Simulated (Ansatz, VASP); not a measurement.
Two plane-wave programs on AlAs

```xyz
6
Lattice="4.0125 0.0000 0.0000 0.0000 4.0125 0.0000 0.0000 0.0000 24.0932" Properties=species:S:1:pos:R:3 pbc="T T T"
As    0.0000    2.0063    8.5000
As    2.0063    0.0000   11.3373
As    0.0000    2.0063   14.1883
Al    2.0063    2.0063    9.9186
Al    0.0000    0.0000   12.7102
Al    2.0063    2.0063   15.6129
```

Alike in both runs: functional PBEsol; k mesh 7 × 7 × 1; occupations gaussian, width 0.05 eV; no spin polarisation.

Ansatz relaxed the structure, and its values are those at the end. VASP's run is a single point on that final structure, the one shown.

|  | VASP | Ansatz |
| --- | --- | --- |
| version | VASP 6.6.1 | Ansatz 0.2.0 |
| potentials or method | VASP PAW PBE potentials, release 64 (As, Al) | scalar-relativistic, plane waves, PAW |
| plane-wave cutoff (eV) | 520 | 420 |
| valence electrons in the cell | 24 | 54 |

```csv
,VASP,Ansatz,Ansatz less VASP
gap on the k mesh at the Fermi level (eV),none,none,-
rms of the force components (eV/Å),0.145,0.148,+0.0030
```

A gap of «none» marks a metal or a gap that the smearing closes. The functional is the same, so the differences come from potentials, cutoffs and numerics. The two sets of potentials don't hold the same shells in valence.

Caveats: the PAW data sets were made with another functional, which shifts forces and pressure a little (VASP).
